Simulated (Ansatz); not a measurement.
## Stationary points along a deformation path in CoSn

The calculation used DFT PBE, scalar-relativistic, plane waves, PAW (Ansatz 0.2.0). Settings: plane waves to 420 eV, k-mesh 12×12×12 (Γ-centred), Gaussian smearing 0.15 eV. No spin polarisation. A magnetic state may lie lower. Energies are free energies at this smearing, counted from the undisturbed cell; pressure is positive in compression.

The starting cell (relaxed at this level; it needn't be the usual structure):

```
Co Sn
1.0
     5.29659    0.00000    0.00000
    -2.64829    4.58698    0.00000
     0.00000    0.00000    4.23029
Co Sn
3 3
Cartesian
  -1.3241 2.2935 0.0000
  1.3241 2.2935 0.0000
  2.6483 0.0000 0.0000
  2.6483 1.5290 2.1151
  0.0000 3.0580 2.1151
  0.0000 0.0000 0.0000
```

At fixed volume and fractional coordinates, lengths along (0.000, 0.000, 1.000) are scaled against those across it; ρ is that ratio over its starting value. V = 17.129 Å³/atom. Δσ is the stress along the axis less the mean stress across it (compression positive).

| ρ | ΔE (meV/atom) | Δσ (GPa) | space group |
| --- | --- | --- | --- |
| 0.850 | 167.6 | 25.96 | P6/mmm |
| 0.920 | 48.0 | 15.53 | P6/mmm |
| 0.960 | 12.1 | 7.99 | P6/mmm |
| 1.000 | 0.0 | 0.31 | P6/mmm |
| 1.050 | 14.8 | -8.77 | P6/mmm |
| 1.100 | 57.8 | -17.11 | P6/mmm |
| 1.200 | 207.9 | -30.69 | P6/mmm |

Q: How does the stress give the slope of the energy, and where is the energy stationary?

A: Along the path d ln(length) is 2/3 d ln ρ on the axis and −1/3 d ln ρ across it, so dE/d ln ρ = −(2/3) V Δσ: the energy falls with ρ where Δσ is positive. Δσ vanishes or changes sign between ρ = 1.000 and 1.050, a minimum (near 1.00 by linear interpolation). Pairs of stationary points between two samples would go unseen, and could change a minimum read from distant neighbours into a maximum.

Q: Integrate that slope from ρ = 1 to 0.850 by the trapezoid rule.

A: With V/N in Å³ and 1 eV/Å³ = 160.2 GPa the slopes at ρ = 1.000, 0.960, 0.920, 0.850 are -22, -569, -1107, -1851 meV/atom per unit of ln ρ. The steps add 12.1 + 35.7 + 117.0 = 164.8 meV/atom, against 167.6 from the energies; the trapezoid rule misses the curvature of the slope within each step.

In a metal these slopes depend on the k mesh and the smearing.

Cost: 7 runs of about 9 core-minutes in all, on Intel Xeon Processor @ 2.50GHz (Skylake/Cascade Lake) (shared hosts).